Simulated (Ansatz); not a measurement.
**C₃H₅O₂−: basis-set convergence**

How large a basis does C₃H₅O₂− need? Two functionals are run in growing sets.

Program: Ansatz 0.2.0, Gaussian basis. Level of theory: one geometry, several basis sets. These are calculated values, not measurements.

Plan: PBE0-D4/def2-SVPD; ωB97M-V/def2-SVPD; PBE0-D4/def2-QZVPPD; ωB97M-V/def2-QZVPPD; the functionals' def2-TZVPPD values are taken from earlier runs.

### Step 1. Structure used throughout

An earlier PBE0-D4 in a triple-zeta def2 set relaxation fixed the geometry.

SMILES `CCC(=O)[O-]`, 10 atoms, charge -1, spin multiplicity 1.

Atoms are counted from 1 here; the program's logs count them from 0.

Bond lengths: C1–C2 1.517 Å, C1–H6 1.093 Å, C1–H7 1.093 Å, C1–H8 1.098 Å, C2–C3 1.555 Å, C2–H9 1.096 Å, C2–H10 1.096 Å, C3–O4 1.249 Å, C3–O5 1.249 Å. Angles: C2–C1–H6 110.6°, C2–C1–H7 110.6°, C2–C1–H8 112.0°, H6–C1–H7 106.3°, H6–C1–H8 108.5°, H7–C1–H8 108.6°, C1–C2–C3 115.2°, C1–C2–H9 110.8°, C1–C2–H10 110.8°, C3–C2–H9 107.1°, C3–C2–H10 107.0°, H9–C2–H10 105.5°, C2–C3–O4 116.6°, C2–C3–O5 114.6°, O4–C3–O5 128.8°.

### Step 2. PBE0-D4 in def2-SVPD

The input, in.yaml:

```yaml
crystal:
  periodic: [false, false, false]
  atoms:
    - {symbol: C, position_ang: [-0.807837, -0.797450, 0.360282]}
    - {symbol: C, position_ang: [0.392632, 0.129085, 0.403211]}
    - {symbol: C, position_ang: [0.660803, 0.925820, -0.905072]}
    - {symbol: O, position_ang: [-0.123642, 0.720637, -1.854941]}
    - {symbol: O, position_ang: [1.646629, 1.691321, -0.854596]}
    - {symbol: H, position_ang: [-1.719860, -0.236440, 0.142488]}
    - {symbol: H, position_ang: [-0.699226, -1.530928, -0.442241]}
    - {symbol: H, position_ang: [-0.946360, -1.334439, 1.308286]}
    - {symbol: H, position_ang: [0.289334, 0.862976, 1.211225]}
    - {symbol: H, position_ang: [1.307527, -0.430572, 0.631358]}
basis:
  gaussian: {orbitals: def2-SVPD}
total_charge: -1
hamiltonian: {xc: pbe0, dispersion: d4}
output: {orbitals: {seedname: orbitals}}
```

Command:

```
$ ansatz run in.yaml --threads 4 --pin off --events-out ev --progress --plain --max-ram 10444MiB
```

After this run come: ωB97M-V in def2-SVPD; PBE0-D4 in def2-QZVPPD; ωB97M-V in def2-QZVPPD.

**Question.** What will the summary of the whole plan be? Wanted: PBE0-D4: double and triple zeta above quadruple; ωB97M-V: double and triple zeta above quadruple.

**Answer**, as computed:

| quantity | value |
| --- | --- |
| PBE0-D4: double and triple zeta above quadruple | 8.15, 0.36 eV |
| ωB97M-V: double and triple zeta above quadruple | 8.36, 0.34 eV |

PBE0-D4 gains 7.79 eV from double to triple zeta, then 0.36 eV more. These are total energies; as a rule much of such shifts cancels in differences, which this series doesn't test. The LUMO of ωB97M-V is positive and keeps falling with the basis (5.30 to 3.92 eV): an unbound level that the basis holds in place.
